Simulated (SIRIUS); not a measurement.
## Bi under changes of volume

One of the cells (35.771 Å³/atom); the others are scaled copies at fixed shape and fractional positions:

```
Bi
1.0
     2.28252    1.31781    3.96408
    -2.28252    1.31781    3.96408
     0.00000   -2.63562    3.96408
Bi
2
Direct
  0.76600 0.76600 0.76600
  0.23400 0.23400 0.23400
```

| Property | Result |
| --- | --- |
| Program | SIRIUS 7.12.0 |
| Functional | PBE |
| Potentials or basis | all-electron FP-LAPW |
| Cutoff | 157 eV |
| Basis | apw+lo standard |
| k mesh | 7 × 7 × 7 |
| Occupations | fermi-dirac, width 0.05 eV |
| Spin | no spin polarisation |

| volume (Å³/atom) | energy over the lowest point (meV/atom) | gap on the mesh (eV) |
| --- | --- | --- |
| 32.965 | 60.95 | 0.30 |
| 33.667 | 38.20 | 0.28 |
| 34.368 | ? | ? |
| 35.771 | 2.75 | 0.25 |
| 36.472 | 0.00 | 0.25 |
| 37.174 | 0.64 | 0.24 |

Problem. What does the run at 34.368 Å³/atom give?

Solution. Energy over the lowest point 21.42 meV/atom; gap on the mesh 0.27 eV.

Worked out: A Birch-Murnaghan fit of order 3 (a polynomial in V^(-2/3)) to the other rows has its minimum at 36.67 Å³/atom with B0 = V·E''(V) = 42 GPa and B' = 5.5 at fixed shape and positions, which overstates the stiffness. It gives 21.36 meV/atom at 34.368 Å³/atom, against the run's 21.42. A straight line through the other rows of the gap, of slope -0.474 eV per unit of ln V, gives 0.27 eV, against the run's 0.27.

Energies are extrapolated to zero smearing.

Caveats: spin-orbit coupling is left out, which as a rule narrows the gap of such compounds by several tenths of an eV; an odd mesh through Γ misses points on the zone boundary, where band edges often lie.
